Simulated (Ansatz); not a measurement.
A distorted cell of ZrO$_{2}$ (tetragonal-ZrO2 type, space group P4_2/nmc):

```
ZrO2
1.0
    3.62104     0.00000     0.00000
    0.00000     3.62104     0.00000
    0.00000     0.00000     5.28279
Zr O
2 4
Direct
  0.00000   0.00000   0.00000
  0.50000   0.50000   0.50000
  0.00000   0.50000   0.19278
  0.00000   0.50000   0.69278
  0.50000   0.00000   0.30722
  0.43934   0.00000   0.83060
```

The numbers are results of PBE (plane waves to 420 eV, PAW, scalar-relativistic; Ansatz, a program for electronic structure), not measurements. k mesh 7×7×5 (Γ-centred), Fermi-Dirac smearing 0.05 eV. E stands for the smeared free energy. Compression counts positive. This is a high-temperature form of ZrO2. ZrO2 is run without spin polarisation. ZrO2 was relaxed with its symmetry unable to fall.

**Question.** What forces act on the atoms (eV/Å, Cartesian)?

**Answer.** 
```csv
atom,Fx,Fy,Fz
Zr1,-3.150,0.000,1.925
Zr2,-0.145,0.000,-0.528
O3,-0.100,0.000,0.265
O4,-1.301,0.000,-0.165
O5,-0.153,0.000,1.066
O6,4.849,0.000,-2.564
```

**Question.** Give the stress tensor in GPa and the pressure.

**Answer.** 
```
   10.4      0.0     -5.8
    0.0      1.7      0.0
   -5.8      0.0      6.0
```
The pressure, a third of the trace, is 6.0 GPa.

**Question.** In it atom 6 sits (-0.220, 0.000, 0.124) Å away from its relaxed site. What is its energy relative to the relaxed cell?

**Answer.** 604 meV/cell.

(A displaced cell: forces are minus the slopes of the energy, force constants its curvatures, and phonons follow from these.)
